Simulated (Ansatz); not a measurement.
Relaxation of a periodic cell of 37 atoms, Si12NO24 (host SiO2, host structure P6_222, interstitial N), to a largest force component of 0.03 eV/Å in at most 60 steps.

All numbers below come from DFT PBE-D3(BJ), scalar-relativistic, plane waves, PAW (Ansatz). Settings: PAW set soft_1, cutoff 420 eV, k mesh 2x2x2, gaussian smearing 0.02 eV, spin collinear.

```xyz
37
Lattice="-2.4989 4.3281 5.4564 4.9977 0.0000 5.4564 4.9977 8.6563 0.0000" Properties=species:S:1:pos:R:3
Si 0.000 4.328 5.456
Si 1.249 2.164 1.819
Si 3.748 10.820 3.638
O -0.940 5.228 6.366
O 0.000 1.800 2.728
O 3.439 0.900 4.547
O 5.938 3.428 6.366
O 2.499 2.528 2.728
O -0.940 3.428 4.547
Si 2.499 8.656 5.456
Si 3.748 6.492 1.819
Si 1.249 6.492 3.638
O 1.559 9.556 6.366
O 2.499 6.128 2.728
O 5.938 5.228 4.547
O 8.436 7.756 6.366
O 4.998 6.856 2.728
O 1.559 7.756 4.547
Si 4.998 4.328 5.456
Si 3.748 6.492 7.275
Si 3.748 2.164 3.638
O 4.058 5.228 6.366
O 2.499 6.128 8.185
O 0.940 5.228 4.547
O 3.439 7.756 6.366
O 4.998 6.856 8.185
O 4.058 3.428 4.547
Si 7.497 8.656 5.456
Si 6.247 10.820 7.275
Si 6.247 6.492 3.638
O 6.557 9.556 6.366
O 4.998 10.456 8.185
O 3.439 9.556 4.547
O 0.940 3.428 6.366
O 7.497 11.184 8.185
O 6.557 7.756 4.547
N 6.403 7.055 6.532
```

Question: Where does it end, and by what steps?

Answer: The forces met the threshold. Limits of this set-up: a small cell, in which the defect meets its images, a typed lattice constant that wasn't relaxed here. After 17 steps the energy has fallen by 2.581 eV; N37 moved furthest, 0.68 Å.

```csv
step,energy less start (eV),largest force component (eV/Å),accepted
0,0.0000,2.542,yes
1,-0.6003,1.648,yes
2,-1.2209,0.750,yes
3,-1.5808,0.253,yes
4,-1.7458,0.216,yes
5,-1.9264,0.164,yes
6,-2.0881,0.200,yes
7,-2.2103,0.085,yes
8,-2.2539,0.090,yes
9,-2.3002,0.090,yes
10,-2.3021,0.114,yes
11,-2.3797,0.137,yes
12,-2.4192,0.324,yes
13,-2.5323,0.163,yes
14,-2.5748,0.042,yes
15,-2.5748,0.149,yes
16,-2.5808,0.034,yes
17,-2.5810,0.008,yes
```

```xyz
37
Lattice="-2.4989 4.3281 5.4564 4.9977 0.0000 5.4564 4.9977 8.6563 0.0000" Properties=species:S:1:pos:R:3
Si 0.100 4.371 5.500
Si 1.181 2.027 1.888
Si 3.660 10.951 3.686
O -0.874 4.949 6.665
O -0.275 1.788 2.566
O 3.774 1.068 4.768
O 6.112 3.184 6.198
O 2.249 2.469 3.038
O -0.819 3.685 4.345
Si 2.499 8.697 5.478
Si 3.703 6.403 1.936
Si 1.102 6.665 3.692
O 1.609 9.328 6.682
O 2.274 6.168 2.674
O 6.237 5.329 4.683
O 8.647 7.552 6.243
O 4.810 6.853 3.041
O 1.515 8.114 4.312
Si 5.213 4.280 5.402
Si 3.652 6.328 7.208
Si 3.752 2.204 3.607
O 4.214 4.991 6.475
O 2.201 5.991 7.860
O 1.003 5.562 4.875
O 3.384 7.492 6.099
O 4.626 6.787 8.451
O 4.306 3.596 4.237
Si 7.763 8.637 5.425
Si 6.236 10.757 7.226
Si 6.308 6.545 3.593
O 6.822 9.456 6.468
O 4.768 10.385 7.825
O 3.500 9.808 4.837
O 1.129 3.293 6.135
O 7.220 11.218 8.436
O 6.944 7.930 4.192
N 5.799 7.260 6.303
```

Whether the end is a true minimum wasn't checked by a vibrational analysis.

Run time: 4.2 min on 4 threads of Arm Neoverse V2 (shared host), peak memory 1.9 GiB.
